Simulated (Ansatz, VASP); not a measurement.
**AlN in VASP and in Ansatz**

```
Al N
1.0
     0.00000    2.20149    2.20149
     2.20149    0.00000    2.20149
     2.20149    2.20149    0.00000
Al N
1 1
Direct
  0.25000 0.25000 0.25000
  0.50000 0.50000 0.50000
```

The cell was built by a generator and needn't be a form met in nature.

Alike in both runs: task single point; functional PBE; k mesh 10 × 10 × 10; occupations gaussian, width 0.02 eV; no spin polarisation.

|  | VASP | Ansatz |
| --- | --- | --- |
| version | VASP 6.6.1 | Ansatz 0.2.0 |
| potentials or method | VASP PAW PBE potentials, release 64 (Al, N) | scalar-relativistic, plane waves, PAW |
| plane-wave cutoff (eV) | 520 | 420 |
| valence electrons in the cell | 8 | 8 |

|  | VASP | Ansatz | Ansatz less VASP |
| --- | --- | --- | --- |
| gap on the k mesh at the Fermi level (eV) | 3.31 | 3.31 | +0.007 |
| least direct gap on the mesh (eV) | 3.99 | 3.98 | -0.009 |
| pressure (GPa) | -0.3 | 0.0 | +0.29 |

With one functional, cell and mesh, what is left measures potentials, basis and numerics.

A k mesh can miss the band edges.
